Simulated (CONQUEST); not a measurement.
Crystal: AlN.

```
Al N
1.0
     3.11300    0.00000    0.00000
     0.00000    4.98100    0.00000
     0.00000    0.00000    5.39187
Al N
4 4
Direct
  0.00000 0.50000 0.33333
  0.50000 0.50000 0.83333
  0.00000 0.00000 0.66667
  0.50000 0.00000 0.16667
  0.00000 0.88000 0.33333
  0.50000 0.88000 0.83333
  0.00000 0.38000 0.66667
  0.50000 0.38000 0.16667
```

Base run:

| Item | Value |
| --- | --- |
| Program | CONQUEST 1.3 |
| Functional | PBE |
| Potentials or basis | PseudoDojo NC PBE, SZP, grid cutoff 150 Ha |
| k mesh | 7 × 5 × 4 |
| Occupations | fermi-dirac, width 0.05 eV |
| Spin | no spin polarisation |

Its results: band gap on the k mesh 4.87 eV; pressure 8.9 GPa; largest force 0.151 eV/Å.

Task: The run is repeated on the same cell with these changes: potentials or basis from PseudoDojo NC PBE, SZP, grid cutoff 150 Ha to PseudoDojo NC PBE, DZP, grid cutoff 150 Ha. What comes out?

Result: Band gap on the k mesh 4.40 eV; pressure 6.4 GPa; largest force 0.154 eV/Å.

Caveats: an odd mesh through Γ misses points on the zone boundary, where band edges often lie; the basis of atomic orbitals isn't converged, which shifts pressures, moduli and gaps; the atomic basis is small (some runs).
